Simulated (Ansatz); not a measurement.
C3H9N can be A, `CN(C)C`, or B, `CCCN`.

Computed with Ansatz on PBE0-D4/def2-TZVP structures; ΔE is electronic, products minus reactants. CBS: MP2 limit from def2 TZ/QZ plus the TZ coupled-cluster correction, frozen cores. DFT in def2-TZVPP. B3LYP here is the variant with VWN-RPA as its local correlation; programs differ in this. Each species was taken in one conformer, which may not be the lowest.

(1) Which isomer does CCSD(T)/CBS put lower? Give the gap. (Best estimate.)

(2) Give E(B) − E(A) in kJ/mol with B3LYP, PBE-D4, r2SCAN-D4, CCSD(T)/def2-SVP, B2PLYP, MP2/def2-TZVPP, PBE0-D4. (Estimate.)

(3) Does the order hold for the free energy at 298.15 K (harmonic terms from PBE0-D4)? (Estimate.)

Largest T1 diagnostic: 0.009.

Results:

(1) Ansatz gave: B, by 50.7 kJ/mol.

(2) Computed: B3LYP -47.0, PBE-D4 -45.6, r2SCAN-D4 -47.2, CCSD(T)/def2-SVP -41.2, B2PLYP -47.3, MP2/def2-TZVPP -48.3, PBE0-D4 -48.5. None reverses the order clearly.

(3) The calculation gave: Yes: G(B) − G(A) = -51.8 kJ/mol, for one conformer each.

At CCSD(T), def2-SVP lies +9.6 kJ/mol from the extrapolated value and def2-TZVPP +2.6 kJ/mol. Leaving LDA and LC-ωPBE aside and taking each functional with its dispersion term where it has one, the values, not all of them listed here, spread over 9.0 kJ/mol, from PBE-QIDH to BLYP-D4. LDA lies +6.5 kJ/mol from PBE without D4.
